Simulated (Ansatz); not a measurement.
**Zr in Ansatz: the effect of target pressure**

The system is Zr.

```
CELL_PARAMETERS angstrom
3.23200 0.00000 0.00000
-1.61600 2.79899 0.00000
0.00000 0.00000 5.14700
ATOMIC_POSITIONS crystal
Zr 0.66667 0.33333 0.75000
Zr 0.33333 0.66667 0.25000
```

Alike in all runs:

```yaml
Program: Ansatz 0.2.0
Task: relaxation of cell and atoms
Functional: PBEsol
Potentials_or_basis: Ansatz PAW
Cutoff: "420 eV (not typed: the program's choice for these potentials)"
k_mesh: 9 × 9 × 5
Occupations: fermi-dirac, width 0.05 eV
Spin: no spin polarisation
```

Each run relaxes the cell or the atoms first.

| target pressure | relaxed volume (Å³/atom) |
| --- | --- |
| 0 GPa | 22.47 |
| 2 GPa | 22.03 |
| 5 GPa | 21.43 |
| 10 GPa | ? |
| 20 GPa | 19.15 |
| 30 GPa | 18.10 |

What does the run with target pressure 10 GPa give?

Relaxed volume 20.54 Å³/atom.

Worked out: In Murnaghan's law V^(-B') rises as a straight line in P. The other rows fit best with B' = 3.2, V0 = 22.48 Å³/atom and B0 = 96 GPa, which gives 20.54 Å³/atom at 10 GPa, against the run's 20.54.

Caveats: the plane-wave basis is chosen anew once the cell has moved, so the energies of steps on either side of that aren't comparable; the PAW data sets come from PBE, with cores solved anew for the run's functional, which leaves a small shift of forces and pressure; the volume moved by over 15 % at a fixed basis, so the end points are rough (some runs).
